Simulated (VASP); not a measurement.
Input of a VASP 6.6.1 run:

INCAR

```
PREC = Accurate
ENCUT = 350
EDIFF = 1E-7
ISMEAR = 0
SIGMA = 0.1
LREAL = False
LASPH = True
NELM = 60
ALGO = Fast
ISIF = 3
LWAVE = False
LCHARG = False
IBRION = 2
NSW = 80
EDIFFG = -0.002
```

KPOINTS

```
Automatic mesh
0
Gamma
  10 10 10
```

The input POSCAR:

```
W
1.0
   -1.5824000000      1.5824000000      1.5824000000
    1.5824000000     -1.5824000000      1.5824000000
    1.5824000000      1.5824000000     -1.5824000000
W
1
Direct
    0.0000000000      0.0000000000      0.0000000000
```

Potentials or basis: VASP PAW LDA potentials, release 64 (W_sv).

Launch:

```bash
$ cat potpaw_LDA.64/W_sv/POTCAR > POTCAR
$ mpirun -np 1 vasp_std > vasp.out
```

(1) Estimate the space group after relaxing (to 0.05 Å).

(2) Predict the relaxed cell.

Results:

(1) Im-3m (No. 229).

(2) a = 2.721 Å, b = 2.721 Å, c = 2.721 Å, α = 109.47°, β = 109.47°, γ = 109.47°.
